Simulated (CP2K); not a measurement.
## LiH under changes of volume

One of the cells (8.449 Å³/atom); the others are scaled copies at fixed shape and fractional positions:

```
CELL_PARAMETERS angstrom
2.88040 0.00000 0.00000
1.44020 2.49450 0.00000
1.44020 0.83150 2.35184
ATOMIC_POSITIONS crystal
Li 0.00000 0.00000 0.00000
H 0.50000 0.50000 0.50000
```

| Quantity | Value |
| --- | --- |
| Program | CP2K 2026.2 |
| Functional | PBEsol |
| Potentials or basis | POTENTIAL_UZH Li GTH-PBE-q3, H GTH-PBE-q1; TZVP-MOLOPT-PBE-GTH basis |
| Density cutoff | 7483 eV |
| k mesh | 11 × 11 × 11 |
| Occupations | fermi-dirac, width 0.05 eV |
| Spin | no spin polarisation |

```csv
volume (Å³/atom),energy over the lowest point (meV/atom),pressure (GPa),gap on the mesh (eV)
7.942,0.00,-0.2,3.15
8.111,0.60,-0.9,3.16
8.280,?,?,?
8.449,3.98,-2.2,3.18
8.618,6.63,-2.8,3.19
8.787,9.84,-3.3,3.20
8.956,13.58,-3.8,3.21
```

What does the run at 8.280 Å³/atom give?

Energy over the lowest point 1.95 meV/atom; pressure -1.6 GPa; gap on the mesh 3.17 eV.

Worked out: A Birch-Murnaghan fit of order 3 (a polynomial in V^(-2/3)) to the other rows has its minimum at 7.90 Å³/atom, just outside them, with B0 = V·E''(V) = 37 GPa and B' = 3.3. It gives 1.95 meV/atom at 8.280 Å³/atom, against the run's 1.95, and -dE/dV = -1.6 GPa, against -1.6. A straight line through the other rows of the gap, of slope 0.499 eV per unit of ln V (its deformation potential), gives 3.17 eV, against the run's 3.17.

Energies are extrapolated to zero smearing.

Caveats: the potentials were made for another functional, which shifts forces and pressure; an odd mesh through Γ misses points on the zone boundary, where band edges often lie; the basis of atomic orbitals isn't converged, which shifts pressures, moduli and gaps.
